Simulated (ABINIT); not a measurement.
The system is BP.

```
CELL_PARAMETERS angstrom
0.00000 2.26900 2.26900
2.26900 0.00000 2.26900
2.26900 2.26900 0.00000
ATOMIC_POSITIONS crystal
P 0.75000 0.75000 0.75000
B 0.00000 0.00000 0.00000
```

Base run:

```yaml
Program: ABINIT 10.8.3 (patched build)
Functional: r2SCAN
Potentials_or_basis: PseudoDojo NC SR PBE v0.4.1 standard
Cutoff: 1252 eV
k_mesh: 10 × 10 × 10
Occupations: fermi-dirac, width 0.05 eV
Spin: no spin polarisation
```

Its results: band gap on the k mesh 1.33 eV, indirect (least direct gap 3.54 eV); pressure 1.5 GPa.

Task: The run is repeated on the same cell with these changes: potentials or basis from PseudoDojo NC SR PBE v0.4.1 standard to JTH PAW PBE v2.0; cutoff from 1252 eV to 653 eV. What comes out?

Result: Band gap on the k mesh 1.45 eV, indirect (least direct gap 3.62 eV); pressure -0.4 GPa.

Caveats: a meta-GGA on potentials with a model core is unreliable (some runs); the potentials were made for another functional, which shifts forces and pressure (some runs); the PAW data sets were made with another functional, which shifts forces and pressure a little (some runs).

A k mesh can miss the band edges.
